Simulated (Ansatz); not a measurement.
Si2Ni in Ansatz: the effect of target pressure

Crystal: Si2Ni.

```
CELL_PARAMETERS angstrom
0.00000 2.70300 2.70300
2.70300 0.00000 2.70300
2.70300 2.70300 0.00000
ATOMIC_POSITIONS crystal
Ni 0.00000 0.00000 0.00000
Si 0.75000 0.75000 0.75000
Si 0.25000 0.25000 0.25000
```

Alike in all runs:

```yaml
Program: Ansatz 0.2.0
Task: relaxation of cell and atoms
Functional: PBEsol
Potentials_or_basis: all-electron LAPW, scalar-relativistic
Basis_error_allowed: 0.002 eV/atom
k_mesh: 9 × 9 × 9
Occupations: fermi-dirac, width 0.05 eV
Spin: collinear spin, ferromagnetic start
Starting_moments: "[1.0, 0.0, 0.0] μB"
```

Each run relaxes the cell or the atoms first.

```tsv
target pressure	relaxed volume (Å³/atom)
0 GPa	?
5 GPa	12.70
10 GPa	12.35
20 GPa	11.80
30 GPa	11.36
```

Q: What does the run with target pressure 0 GPa give?

A: Relaxed volume 13.09 Å³/atom.

Worked out: In Murnaghan's law V^(-B') rises as a straight line in P. The other rows fit best with B' = 4.9, V0 = 13.11 Å³/atom and B0 = 144 GPa, which gives 13.11 Å³/atom at 0 GPa, against the run's 13.09.

Caveats: the starting moments weren't kept.
